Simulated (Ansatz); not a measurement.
Eu (dhcp type), DFT, PBE, all-electron LAPW, scalar-relativistic (Ansatz 0.2.0), on 2 threads of Arm Neoverse V2 (shared host).

Command: `ansatz run input.yaml --threads 2 --pin off --max-ram 7168MiB --backend cpu --events-out ev --progress --plain --runs-dir out`

```yaml
crystal:
  lattice:
    - [3.5959392006, 0.0, 0.0]
    - [-1.7979696003, 3.1141746981, 0.0]
    - [0.0, 0.0, 11.681315452]
  atoms:
    - { symbol: Eu, position: [0.0, 0.0, 0.0], spin: 7.0 }
    - { symbol: Eu, position: [0.0, 0.0, 0.5], spin: 7.0 }
    - { symbol: Eu, position: [0.3333333333, 0.6666666667, 0.25], spin: 7.0 }
    - { symbol: Eu, position: [0.6666666667, 0.3333333333, 0.75], spin: 7.0 }
magnetization:
  spin_polarized: true
kpoints:
  mp_grid: { grid: [10, 10, 3] }
scf:
  occupations: { method: fermi_dirac, width: 0.1 }
hamiltonian:
  xc: pbe
  pseudopotentials: { kind: all_electron, lapw: { basis_error: 0.0005 } }
output:
  forces: true
  stress: true
  eigenvalues: true
  populations: true
```

**Question.** How large is the problem that the program sets up?

**Answer.** 28 irreducible k-points, 945 plane waves at Γ, 82 bands.

**Question.** About how long does it take, and how much memory?

**Answer.** 80 s of wall time for 13 SCF iterations, with a peak of 0.99 GiB. Times on shared machines scatter by tens of per cent.
